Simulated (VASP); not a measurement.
Crystal: Hf.

```
Hf
1.0
     4.96233    0.00000    0.00000
    -2.48116    4.29750    0.00000
     0.00000    0.00000    3.08623
Hf
3
Direct
  0.66667 0.33333 0.50000
  0.33333 0.66667 0.50000
  0.00000 0.00000 0.00000
```

This isn't the form of Hf at room conditions, which is hcp.

```yaml
Program: VASP 6.6.1
Task: relaxation of cell and atoms
Functional: PBEsol
Potentials_or_basis: VASP PAW PBE potentials, release 64 (Hf)
Cutoff: 580 eV
k_mesh: 12 × 12 × 14
Occupations: gaussian, width 0.1 eV
Spin: no spin polarisation
```

At the start: pressure -4.0 GPa; volume 21.94 Å³/atom.

How do energy, volume and symmetry change on relaxing?

Over 9 steps the energy falls by 9.9 meV/atom and the volume is 21.17 Å³/atom (-3.5 %); space group P6/mmm (No. 191, to 0.05 Å).

The path:
| step | energy change (eV) | largest force (eV/Å) | pressure (GPa) | volume (Å³) |
| --- | --- | --- | --- | --- |
| 1 | 0.0000 | 0.0000 | -4.01 | 65.82 |
| 2 | 0.0189 | 0.0000 | 5.78 | 60.73 |
| 3 | -0.0296 | 0.0000 | -0.05 | 63.53 |
| 4 | -0.0296 | 0.0000 | 0.05 | 63.49 |
| 5 | -0.0297 | 0.0000 | 0.03 | 63.48 |
| 6 | -0.0298 | 0.0000 | 0.05 | 63.49 |
| 7 | -0.0298 | 0.0000 | 0.05 | 63.49 |
| 8 | -0.0298 | 0.0000 | -0.05 | 63.53 |
| 9 | -0.0298 | 0.0000 | 0.01 | 63.51 |

Final structure:
```cif
data_structure
_symmetry_space_group_name_H-M 'P 1'
_symmetry_Int_Tables_number 1
_cell_length_a 4.8989
_cell_length_b 4.8989
_cell_length_c 3.0555
_cell_angle_alpha 90.000
_cell_angle_beta 90.000
_cell_angle_gamma 120.000
_cell_volume 63.51
loop_
_atom_site_label
_atom_site_type_symbol
_atom_site_fract_x
_atom_site_fract_y
_atom_site_fract_z
_atom_site_occupancy
Hf1 Hf 0.66667 0.33333 0.50000 1
Hf2 Hf 0.33333 0.66667 0.50000 1
Hf3 Hf 0.00000 0.00000 0.00000 1
```

Caveat: the PAW data sets were made with another functional, which shifts forces and pressure a little.
